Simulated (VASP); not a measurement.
Input of a VASP 6.6.1 run:

Contents of INCAR:

```
SYSTEM = BeSe
ALGO = Normal ; EDIFF = 1E-7
EDIFFG = -0.01 ; ENCUT = 600
IBRION = 2 ; ISIF = 2
ISMEAR = 0 ; LASPH = .TRUE.
LCHARG = .FALSE. ; LMIXTAU = .TRUE.
LREAL = .FALSE. ; LWAVE = .FALSE.
METAGGA = R2SCAN ; NELM = 80
NSW = 40 ; PREC = Accurate
SIGMA = 0.03
```

File KPOINTS:

```
k-points
0
G
  10 10 10
  0 0 0
```

Contents of POSCAR:

```
BeSe                                    
1.0
    0.0000000000      2.5487422132      2.5487422132
    2.5487422132      0.0000000000      2.5487422132
    2.5487422132      2.5487422132      0.0000000000
  Be              Se            
     1     1
Direct
     0.0000000000000000    0.0000000000000000    0.0000000000000000
     0.2500000000000000    0.2500000000000000    0.2500000000000000
```

Potentials or basis: VASP PAW PBE potentials, release 64 (Be, Se).

The run is started by

```sh
$ cat potpaw_PBE.64/Be/POTCAR potpaw_PBE.64/Se/POTCAR > POTCAR
$ mpirun -np 1 vasp_std > vasp.out
```

(1) Estimate the band gap on the k mesh.

Answers

(1) 3.04 eV, indirect (least direct gap 5.34 eV).

Caveat: the relaxation stopped at its first step, so nothing moved.
